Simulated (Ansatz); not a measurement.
## Rh: Wannier functions with PBE+D4

The system is Rh.

```
CELL_PARAMETERS angstrom
0.00000 1.89785 1.89785
1.89785 0.00000 1.89785
1.89785 1.89785 0.00000
ATOMIC_POSITIONS crystal
Rh 0.00000 0.00000 0.00000
```

```
Program             : Ansatz 0.2.0
Task                : Wannier functions
Functional          : PBE
Dispersion          : D4
Potentials or basis : Ansatz PAW
Cutoff              : 420 eV
Density cutoff      : 1680 eV
k mesh              : 12 × 12 × 12
Occupations         : tetrahedron
Spin                : collinear spin, program default start
Driver              : chain
```

```yaml
Band_gap_on_the_k_mesh: none (metal or under the smearing width)
Net_moment: 0.00 μB per cell
Absolute_moment: 0.00 μB per cell
```

Levels at points of the mesh, in eV from the Fermi level:
Spin up:
```tsv
k point	band 4	band 5	band 6	band 7	band 8	band 9	band 10	band 11	band 12	band 13
(0.00, 0.00, 0.00)	-46.35	-7.97	-3.09	-3.09	-3.09	-0.98	-0.98	15.83	21.19	21.19
(0.00, 0.00, -0.50)	-46.45	-6.14	-3.17	-3.17	0.59	0.59	0.76	8.72	15.38	21.11
(0.00, -0.50, -0.50)	-46.62	-6.35	-5.98	0.56	1.02	1.02	3.30	12.35	13.34	13.34
```
Spin down:
| k point | band 6 | band 7 | band 8 | band 9 | band 10 | band 11 |
| --- | --- | --- | --- | --- | --- | --- |
| (0.00, 0.00, 0.00) | -3.09 | -3.09 | -3.09 | -0.98 | -0.98 | 15.83 |
| (0.00, 0.00, -0.50) | -3.17 | -3.17 | 0.59 | 0.59 | 0.76 | 8.72 |
| (0.00, -0.50, -0.50) | -5.98 | 0.56 | 1.02 | 1.02 | 3.30 | 12.35 |

Run time: 4.7 s on 2 threads of Arm Neoverse V1, with other jobs on the host, peak memory 0.41 GiB.
